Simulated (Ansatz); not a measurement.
**MoS2: energy and stress against strain**

The task, for MoS2: see how energy and stress answer to the strain pattern (0, 1, 0, 0, 0, 0).

Method: DFT PBE, scalar-relativistic, plane waves, PAW, in Ansatz 0.2.0.

## 1. Starting point

It takes space group P6_3/mmc (No. 194, hexagonal). The conventional cell has a = 3.186 Å, b = 3.186 Å, c = 14.510 Å, α = 90.00°, β = 90.00°, γ = 120.00°. Mo (site symmetry -6m2) is surrounded by 6 S at 2.41 Å. Around S (site symmetry 3m) lie 3 Mo at 2.41 Å.

Structure file:

```cif
data_structure
_symmetry_space_group_name_H-M 'P 1'
_symmetry_Int_Tables_number 1
_cell_length_a 3.1856
_cell_length_b 3.1856
_cell_length_c 14.5105
_cell_angle_alpha 90.000
_cell_angle_beta 90.000
_cell_angle_gamma 120.000
_cell_volume 127.52
loop_
_atom_site_label
_atom_site_type_symbol
_atom_site_fract_x
_atom_site_fract_y
_atom_site_fract_z
_atom_site_occupancy
Mo1 Mo 0.33333 0.66667 0.25000 1
Mo2 Mo 0.66667 0.33333 0.75000 1
S1 S 0.33333 0.66667 0.64232 1
S2 S 0.66667 0.33333 0.14232 1
S3 S 0.33333 0.66667 0.85768 1
S4 S 0.66667 0.33333 0.35768 1
```

It is the result of an earlier relaxation at this level (volume 21.25 Å³/atom; gap on the mesh: 1.41 eV).

## 2. The reference: the undisturbed cell on the scan's mesh

input.yaml

```yaml
crystal:
  lattice:
    - [3.1855822578, 0.0, 0.0]
    - [-1.5927911289, 2.7587951611, 0.0]
    - [0.0, 0.0, 14.5104515858]
  atoms:
    - { symbol: Mo, position: [0.3333333333, 0.6666666667, 0.25] }
    - { symbol: Mo, position: [0.6666666667, 0.3333333333, 0.75] }
    - { symbol: S, position: [0.3333333333, 0.6666666667, 0.6423151295] }
    - { symbol: S, position: [0.6666666667, 0.3333333333, 0.1423151295] }
    - { symbol: S, position: [0.3333333333, 0.6666666667, 0.8576848705] }
    - { symbol: S, position: [0.6666666667, 0.3333333333, 0.3576848705] }
basis:
  ecutwfc: 420
kpoints:
  mp_grid: { grid: [12, 12, 2] }
hamiltonian:
  xc: pbe
scf:
  occupations: { method: gaussian, width: 0.05 }
output:
  forces: true
  stress: true
  eigenvalues: true
```

The run is started by

```bash
ansatz run input.yaml --threads 1 --pin off --max-ram 2560MiB --backend cpu --events-out ev --progress --plain --runs-dir out
```

## 3. Setting up energy and stress against strain

The cell is strained by ε times the Voigt pattern (0, 1, 0, 0, 0, 0) (xx, yy, zz, yz, xz, xy; engineering shear), with fractional coordinates fixed (clamped ions). The stress on the pattern is the sum of the stress components weighted by it, tension positive.

## 4. Point ε = -0.0600

Changes to input.yaml since step 2:

```diff
@@ -3,3 +3,3 @@
     - [3.1855822578, 0.0, 0.0]
-    - [-1.5927911289, 2.7587951611, 0.0]
+    - [-1.5927911289, 2.5932674514, 0.0]
     - [0.0, 0.0, 14.5104515858]
@@ -24 +24,5 @@
   eigenvalues: true
+  write_density: true
+  write_potential: true
+  elf: true
+  volumetric_format: npy
```

## 5. At ε = 0.0450

Changes to input.yaml since step 4:

```diff
@@ -3,3 +3,3 @@
     - [3.1855822578, 0.0, 0.0]
-    - [-1.5927911289, 2.5932674514, 0.0]
+    - [-1.5927911289, 2.8829409433, 0.0]
     - [0.0, 0.0, 14.5104515858]
@@ -24,5 +24 @@
   eigenvalues: true
-  write_density: true
-  write_potential: true
-  elf: true
-  volumetric_format: npy
```

## 6. At ε = -0.0300

Changes to input.yaml since step 5:

```diff
@@ -3,3 +3,3 @@
     - [3.1855822578, 0.0, 0.0]
-    - [-1.5927911289, 2.8829409433, 0.0]
+    - [-1.5927911289, 2.6760313063, 0.0]
     - [0.0, 0.0, 14.5104515858]
@@ -24 +24,5 @@
   eigenvalues: true
+  write_density: true
+  write_potential: true
+  elf: true
+  volumetric_format: npy
```

## 7. At ε = 0.0150

Changes to input.yaml since step 6:

```diff
@@ -3,3 +3,3 @@
     - [3.1855822578, 0.0, 0.0]
-    - [-1.5927911289, 2.6760313063, 0.0]
+    - [-1.5927911289, 2.8001770885, 0.0]
     - [0.0, 0.0, 14.5104515858]
@@ -24,5 +24 @@
   eigenvalues: true
-  write_density: true
-  write_potential: true
-  elf: true
-  volumetric_format: npy
```

## 8. Point ε = 0.0600

Changes to input.yaml since step 7:

```diff
@@ -3,3 +3,3 @@
     - [3.1855822578, 0.0, 0.0]
-    - [-1.5927911289, 2.8001770885, 0.0]
+    - [-1.5927911289, 2.9243228708, 0.0]
     - [0.0, 0.0, 14.5104515858]
```

## 9. At ε = -0.0450

Changes to input.yaml since step 8:

```diff
@@ -3,3 +3,3 @@
     - [3.1855822578, 0.0, 0.0]
-    - [-1.5927911289, 2.9243228708, 0.0]
+    - [-1.5927911289, 2.6346493789, 0.0]
     - [0.0, 0.0, 14.5104515858]
```

## 10. ε = 0.0300

Changes to input.yaml since step 9:

```diff
@@ -3,3 +3,3 @@
     - [3.1855822578, 0.0, 0.0]
-    - [-1.5927911289, 2.6346493789, 0.0]
+    - [-1.5927911289, 2.8415590159, 0.0]
     - [0.0, 0.0, 14.5104515858]
@@ -24 +24,5 @@
   eigenvalues: true
+  write_density: true
+  write_potential: true
+  elf: true
+  volumetric_format: npy
```

## 11. Point ε = -0.0150

Changes to input.yaml since step 10:

```diff
@@ -3,3 +3,3 @@
     - [3.1855822578, 0.0, 0.0]
-    - [-1.5927911289, 2.8415590159, 0.0]
+    - [-1.5927911289, 2.7174132337, 0.0]
     - [0.0, 0.0, 14.5104515858]
@@ -24,5 +24 @@
   eigenvalues: true
-  write_density: true
-  write_potential: true
-  elf: true
-  volumetric_format: npy
```

## 12. Point ε = 0.0525

Changes to input.yaml since step 11:

```diff
@@ -3,3 +3,3 @@
     - [3.1855822578, 0.0, 0.0]
-    - [-1.5927911289, 2.7174132337, 0.0]
+    - [-1.5927911289, 2.9036319071, 0.0]
     - [0.0, 0.0, 14.5104515858]
```

(Steps that only read results are left out.)

**Question.** What will these runs give? Wanted: slope of the stress at ε = 0, over ±0.0150.

The runs gave:

| quantity | value |
| --- | --- |
| slope of the stress at ε = 0, over ±0.0150 | 212 GPa |

From the stress slope, C22 is about 212 GPa with the ions clamped; letting the atoms relax could not make it stiffer. No sampled point lies below the undisturbed cell. Compression costs more than tension: 58.0 against 44.2 meV/atom at the ends. The gap on the mesh stays between 1.00 and 1.72 eV. Layers here are held mostly by dispersion, which this level lacks, so their spacing and the stiffness across them are unreliable there.
